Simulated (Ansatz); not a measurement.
Planning a run of Ansatz 0.2.0 on CdS (Hawleyite). The input:

```yaml
crystal:
  lattice:
    - [0.0, 2.9165, 2.9165]
    - [2.9165, 0.0, 2.9165]
    - [2.9165, 2.9165, 0.0]
  atoms:
    - { symbol: Cd, position: [0.0, 0.0, 0.0] }
    - { symbol: S, position: [0.25, 0.25, 0.25] }
kpoints:
  mp_grid: { grid: [6, 6, 6] }
  band_path:
    path:
      - [0.0, 0.0, 0.0]
      - [-0.5, -0.5, 0.0]
      - [-0.375, -0.375, 0.25]
      - [-0.375, 0.0, 0.375]
      - [0.0, 0.0, 0.5]
      - [-0.5, -0.25, 0.25]
    npoints: 1
hamiltonian:
  xc: hse06
  pseudopotentials: { kind: paw, azcp: { folder: soft_1 } }
scf:
  occupations: { method: fixed }
  n_extra_bands: 4
output:
  eigenvalues: true
```

```sh
ansatz run input.yaml --threads 3 --pin off --max-ram 92160MiB --backend cuda --events-out ev --progress --plain --runs-dir out --devices 1 --max-vram 13GiB
```

Question: Estimate wall time and host memory on 1 × NVIDIA H100 80GB HBM3 (shared by 6 runs) with 3 threads of AMD EPYC 7R13 (Zen 3), shared host.

It took 16 s; on shared hardware allow 7.8 s to 31 s. Peak host memory was 1.2 GiB. The sizes that set the cost: 941 plane waves a state, 16 irreducible k points and 12 SCF cycles.

Exact exchange couples every pair of k points and filled bands, so it costs far more than a semilocal run.

[Paths, hosts, dates, memory and timing lines, banners, echoed tables and standing remarks are left out of the program output.]

[Logs are printed without paths, hosts, clocks, repeated set-up lines and the standing remarks that a program may print on its own settings, such as how far it seeks lower states.]

[Runs of the session that timed out or met a known fault of the program may be left out.]

[Cells called generated may have been cut or substituted from an entry of the Crystallography Open Database or the Materials Project.]

[Hosts, paths, dates, database ids (printed as entryN), source tags and the programs' standing remarks are cut or masked in the printed files.]
